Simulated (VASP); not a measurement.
# Hg in VASP: reference runs

Aim: a first look at Hg with PBE, on the cell as given.

Everything below comes from runs of VASP 6.6.1. Logs are shortened: lines on timing, memory, paths and dates and some standing lists are left out, and cuts for length are marked.

### 1 The undisturbed slab

The cell holds a slab with vacuum, 4 atoms: a = 3.606 Å, b = 3.606 Å, c = 23.444 Å, α = 90.00°, β = 90.00°, γ = 60.06°.

The slab is cut from a database's or a generator's crystal, which needn't be the stable form of the element.

### 2 Single point, PBE (the (0 0 1) slab of Hg, cut from the database cell, not relaxed)

The input, INCAR:

```
ALGO = Normal
DIPOL = 0.5 0.5 0.500
EDIFF = 1E-7
ENCUT = 520
GGA = PE
IDIPOL = 3
ISIF = 2
ISMEAR = -1
LASPH = T
LCHARG = T
LDIPOL = T
LELF = T
LREAL = F
LVACPOTAV = T
LVHAR = T
LWAVE = F
NBANDS = 32
NELM = 100
PREC = Accurate
SIGMA = 0.05
```

The input, KPOINTS:

```
k-points
0
Gamma
  9 9 1
```

The input, POSCAR:

```
Hg
1.0
    3.6057960290      0.0000000000      0.0000000000
    1.7995193020      3.1246592269      0.0000000000
    0.0000000000      0.0000000000     23.4440744872
Hg
4
Direct
    0.3343437984      0.3343437984      0.3199102615
    0.6692523297      0.6692523297      0.4410345604
    0.3337790654      0.3337790654      0.5589654396
    0.6686875968      0.6686875968      0.6800897385
```

Potentials or basis: VASP PAW PBE potentials, release 64 (Hg).

Run with:

```sh
$ cat potpaw_PBE.64/Hg/POTCAR > POTCAR
$ mpirun -np 1 vasp_std > vasp.out
```

OUTCAR:

```text
EDIFF = 1E-7
   ENCUT = 520
   GGA = PE
   ISIF = 2
   ISMEAR = -1
   LASPH = T
   LREAL = F
   NELM = 100
   PREC = Accurate

 ion  position               nearest neighbor table
   1  0.334  0.334  0.320-   2 3.52   2 3.52   2 3.53
   2  0.669  0.669  0.441-   3 3.46   3 3.46   3 3.47   1 3.52   1 3.52   1 3.53
   3  0.334  0.334  0.559-   2 3.46   2 3.46   2 3.47   4 3.52   4 3.52   4 3.53
   4  0.669  0.669  0.680-   3 3.52   3 3.52   3 3.53

  LATTYP: Found a base centered orthorhombic cell.
 ALAT       =     3.6091731600
 B/A-ratio  =     1.7298895459
 C/A-ratio  =     6.4956912423

  Lattice vectors:

 A1 = (  -1.7995193020,  -3.1246592269,   0.0000000000)
 A2 = (   3.6057960290,   0.0000000000,   0.0000000000)
 A3 = (   0.0000000000,   0.0000000000,  23.4440744872)

Analysis of symmetry for initial positions (statically):
=====================================================================
 Subroutine PRICEL returns:
 Original cell was already a primitive cell.

 Routine SETGRP: Setting up the symmetry group for a
 base centered orthorhombic supercell.

 Subroutine GETGRP returns: Found  4 space group operations
 (whereof  2 operations were pure point group operations)
 out of a pool of  8 trial point group operations.

The static configuration has the point symmetry C_1h.
 The point group associated with its full space group is C_2h.

Analysis of symmetry for dynamics (positions and initial velocities):
=====================================================================
 Subroutine PRICEL returns:
 Original cell was already a primitive cell.

 Routine SETGRP: Setting up the symmetry group for a
 base centered orthorhombic supercell.

 Subroutine GETGRP returns: Found  4 space group operations
 (whereof  2 operations were pure point group operations)
 out of a pool of  8 trial point group operations.

The dynamic configuration has the point symmetry C_1h.
 The point group associated with its full space group is C_2h.

 Subroutine INISYM returns: Found  4 space group operations
 (whereof  2 operations are pure point group operations),
 and found     1 'primitive' translations

----------------------------------------------------------------------------------------

                                     Primitive cell

  volume of cell :     264.1417

  direct lattice vectors                    reciprocal lattice vectors
     3.605796029  0.000000000  0.000000000     0.277331272 -0.159717570  0.000000000
     1.799519302  3.124659227  0.000000000     0.000000000  0.320034899  0.000000000
     0.000000000  0.000000000 23.444074487     0.000000000  0.000000000  0.042654702

  length of vectors
     3.605796029  3.605796029 23.444074487     0.320034899  0.320034899  0.042654702

  position of ions in fractional coordinates (direct lattice)
     0.334343798  0.334343798  0.319910261
     0.669252330  0.669252330  0.441034560
     0.333779065  0.333779065  0.558965440
     0.668687597  0.668687597  0.680089739

  ion indices of the primitive-cell ions
   primitive index   ion index
                 1           1
                 2           2
                 3           3
                 4           4

----------------------------------------------------------------------------------------

 KPOINTS: k-points

Automatic generation of k-mesh.
 Grid dimensions read from file:
 generate k-points for:    9    9    1

 Generating k-lattice:

  Cartesian coordinates                     Fractional coordinates (reciprocal lattice)
     0.030814586 -0.017746397  0.000000000     0.111111111 -0.000000000  0.000000000
     0.000000000  0.035559433  0.000000000     0.000000000  0.111111111  0.000000000
     0.000000000  0.000000000  0.042654702     0.000000000  0.000000000  1.000000000

  Length of vectors
     0.035559433  0.035559433  0.042654702

  Shift w.r.t. Gamma in fractional coordinates (k-lattice)
     0.000000000  0.000000000  0.000000000

 Subroutine IBZKPT returns following result:
 ===========================================

 Found     25 irreducible k-points:

 Following reciprocal coordinates:
            Coordinates               Weight
  0.000000  0.000000  0.000000      1.000000
  0.111111  0.000000  0.000000      4.000000
  0.222222  0.000000  0.000000      4.000000
  0.333333 -0.000000  0.000000      4.000000
  0.444444  0.000000  0.000000      4.000000
  0.111111  0.111111  0.000000      2.000000
[... 16 lines left out ...]
 -0.333333  0.333333  0.000000      2.000000
  0.444444  0.444444  0.000000      2.000000
   k-points           NKPTS =     25   k-points in BZ     NKDIM =     25   number of bands    NBANDS=     32
   number of dos      NEDOS =    301   number of ions     NIONS =      4
   total plane-waves  NPLWV = 141120
   dimension x,y,z NGX =    28 NGY =   28 NGZ =  180
   dimension x,y,z NGXF=    56 NGYF=   56 NGZF=  360
   ions per type =               4
   NGX,Y,Z   is equivalent  to a cutoff of  12.91, 12.91, 12.76 a.u.
   NGXF,Y,Z  is equivalent  to a cutoff of  25.82, 25.82, 25.53 a.u.
 SYSTEM =  unknown system
   PREC   = accura    normal or accurate (medium, high low for compatibility)
   ISTART =      0    job   : 0-new  1-cont  2-samecut
   ICHARG =      2    charge: 1-file 2-atom 10-const
   ISPIN  =      1    spin polarized calculation?
   LNONCOLLINEAR =      F non collinear calculations
   LSORBIT =      F    spin-orbit coupling
   LASPH  =      T    aspherical Exc in radial PAW
   ENCUT  =  520.0 eV  38.22 Ry    6.18 a.u.   6.70  6.70 43.59*2*pi/ulx,y,z
   NELM   =    100;   NELMIN=  2; NELMDL= -5     # of ELM steps
   EDIFF  = 0.1E-06   stopping-criterion for ELM
   LREAL  =      F    real-space projection
   EDIFFG = 0.1E-05   stopping-criterion for IOM
   NSW    =      0    number of steps for IOM
   IBRION =     -1    ionic relax: 0-MD 1-quasi-New 2-CG
   NFREE  =      0    steps in history (QN), initial steepest desc. (CG)
   ISIF   =      2    stress and relaxation
   ISYM   =      2    0-nonsym 1-usesym 2-fastsym
   POTIM  = 0.5000    time-step for ionic-motion
   TEBEG  =    0.0;   TEEND  =   0.0 temperature during run
   PSTRESS=    0.0 pullay stress
   NELECT =      48.0000    total number of electrons
   NUPDOWN=      -1.0000    fix difference up-down
   EMIN   =  10.00;   EMAX   =-10.00  energy-range for DOS
   EFERMI =   0.00;   METHOD = LEGACY
   ISMEAR =    -1;   SIGMA  =   0.05  broadening in eV -4-tet -1-fermi 0-gaus
   EFERMI_NEDOS =   21; number of points for ismear=-14 and -15
   IALGO  =     38    algorithm
   IMIX   =      4    mixing-type and parameters
     AMIX     =   0.40;   BMIX     =  1.00
     AMIX_MAG =   1.60;   BMIX_MAG =  1.00
  volume/ion in A,a.u.               =      66.04       445.63
  Fermi-wavevector in a.u.,A,eV,Ry     =   0.927277  1.752300 11.698876  0.859843
  Thomas-Fermi vector in A             =   2.053330
   LORBIT       =      0    0 simple, 1 ext, 2 COOP (PROOUT), +10 PAW based schemes
   GGA     = PE    functional components
   LHFCALC =     F    Hartree Fock is set to
   AEXX    =    0.0000 exact exchange contribution
   IVDW    =     0    specifies the selected vdW correction
   LEPSILON=     F    determine dielectric tensor
   LRPA    =     F    only Hartree local field effects (RPA)
 non-spin polarized calculation
  energy-cutoff  :      520.00
  volume of cell :      264.14
 maximum number of plane-waves:      7139
   NGX = 13   NGY = 13   NGZ = 87

 dipolmoment           0.000000      0.000000     -0.000000 electrons x Angstroem

 number of electron      48.0000003 magnetization

 dipolmoment           0.000000      0.000000      0.000000 electrons x Angstroem

 Free energy of the ion-electron system (eV)
  ---------------------------------------------------
  ext. energy  EPLUGINS =         0.00000000
  ---------------------------------------------------
  free energy    TOTEN  =        -0.66098413 eV

  energy without entropy =       -0.66098391  energy(sigma->0) =       -0.66098402

 E-fermi :  -2.1307     XC(G=0):  -4.9460

 val. band max:       -2.8813846616   @ k =   0.4444   0.3333   0.0000
 cond. band min:      -1.5110467175   @ k =   0.0000   0.0000   0.0000
 fundamental gap:      1.3703379442
 Fermi energy:        -2.1307081372

 k-point     1 :       0.0000    0.0000    0.0000
  band No.  band energies     occupation
      1      -8.5706      2.00000
      2      -8.4809      2.00000
      3      -8.2880      2.00000
      4      -8.1769      2.00000
      5      -8.0932      2.00000
      6      -8.0897      2.00000
[... 24 lines left out ...]
     31       5.2669      0.00000
     32       7.9721      0.00000

 k-point     2 :       0.1111    0.0000    0.0000
  band No.  band energies     occupation
      1      -8.4138      2.00000
      2      -8.3896      2.00000
      3      -8.2237      2.00000
      4      -8.1294      2.00000
      5      -8.1021      2.00000
      6      -8.0772      2.00000
[... 24 lines left out ...]
     31       5.4103      0.00000
     32       6.0288      0.00000

 k-point     3 :       0.2222    0.0000    0.0000
  band No.  band energies     occupation
      1      -8.3605      2.00000
      2      -8.2702      2.00000
      3      -8.2381      2.00000
      4      -8.1344      2.00000
      5      -8.0982      2.00000
      6      -8.0184      2.00000
[... 24 lines left out ...]
     31       4.1731      0.00000
     32       4.6211      0.00000

 k-point     4 :       0.3333   -0.0000    0.0000
  band No.  band energies     occupation
      1      -8.4280      2.00000
      2      -8.3795      2.00000
      3      -8.3476      2.00000
      4      -8.2214      2.00000
      5      -8.1551      2.00000
      6      -8.0873      2.00000
[... 654 lines left out ...]
     31       2.6397      0.00000
     32       3.0218      0.00000

 k-point    23 :      -0.3333    0.3333    0.0000
  band No.  band energies     occupation
      1      -8.3576      2.00000
      2      -8.2849      2.00000
      3      -8.2842      2.00000
      4      -8.0948      2.00000
      5      -8.0937      2.00000
      6      -8.0629      2.00000
[... 24 lines left out ...]
     31       1.5035      0.00000
     32       2.6442      0.00000

 k-point    24 :       0.4444    0.4444    0.0000
  band No.  band energies     occupation
      1      -8.4845      2.00000
      2      -8.4510      2.00000
      3      -8.4364      2.00000
      4      -8.2817      2.00000
      5      -8.1955      2.00000
      6      -8.1740      2.00000
[... 24 lines left out ...]
     31       4.3370      0.00000
     32       4.7677      0.00000

 [... further k-points ...]

------------------------ aborting loop because EDIFF is reached ----------------------------------------

  FORCE on cell =-STRESS in cart. coord.  units (eV):
  Direction    XX          YY          ZZ          XY          YZ          ZX
  --------------------------------------------------------------------------------------
  -------------------------------------------------------------------------------------
  Total       -0.0588754     -0.0589255     -0.0448896      0.0000435      0.0000698      0.0001207
  in kB       -0.3571144     -0.3574186     -0.2722822      0.0002641      0.0004231      0.0007321
  external PRESSURE =      -0.3289384 kB  Pullay stress =       0.0000000 kB

 VOLUME and BASIS-vectors are now :
 -----------------------------------------------------------------------------
  energy-cutoff  :      520.00
  volume of cell :      264.14
      direct lattice vectors                 reciprocal lattice vectors
     3.605796029  0.000000000  0.000000000     0.277331272 -0.159717570  0.000000000
     1.799519302  3.124659227  0.000000000     0.000000000  0.320034899  0.000000000
     0.000000000  0.000000000 23.444074487     0.000000000  0.000000000  0.042654702

 POSITION                                       TOTAL-FORCE (eV/Angst)
 -----------------------------------------------------------------------------------
      1.80723      1.04471      7.50000         0.000450      0.000260     -0.004109
      3.61752      2.09119     10.33965        -0.001496     -0.000865      0.008123
      1.80418      1.04295     13.10443         0.001496      0.000865     -0.008123
      3.61447      2.08942     15.94407        -0.000450     -0.000260      0.004109
 -----------------------------------------------------------------------------------
    total drift:                               -0.000000     -0.000000      0.000002

  FREE ENERGIE OF THE ION-ELECTRON SYSTEM (eV)
  ---------------------------------------------------
  free  energy   TOTEN  =        -0.6609841278 eV

  energy  without entropy=       -0.6609839136  energy(sigma->0) =       -0.66098402

 vacuum level on the upper side and lower side of the slab         2.417         2.417
```

Run time: 2.2 min. Hardware: 1 thread of AMD EPYC 9R45 (Zen 5), shared host; peak memory 0.42 GiB.

Results:

* Free energy: -0.6610 eV
* Largest force: 0.008 eV/Å
* Band gap on the k mesh: 1.37 eV, indirect (least direct gap 1.80 eV)
* Ionisation potential of the upper face: 5.30 eV

Forces in eV/Å, atoms in the order of the input:
```
Hg   0.000  0.000 -0.004
Hg  -0.001 -0.001  0.008
Hg   0.001  0.001 -0.008
Hg   0.000  0.000  0.004
```

Levels at points of the mesh, in eV from the valence-band top:
| k point | band 20 | band 21 | band 22 | band 23 | band 24 | band 25 | band 26 | band 27 | band 28 | band 29 |
| --- | --- | --- | --- | --- | --- | --- | --- | --- | --- | --- |
| (0.00, 0.00, 0.00) | -4.64 | -4.61 | -4.60 | -3.44 | -1.76 | 1.37 | 3.35 | 4.88 | 5.80 | 5.95 |

Caveat: spin-orbit coupling is left out, which moves the levels of the heavy elements.
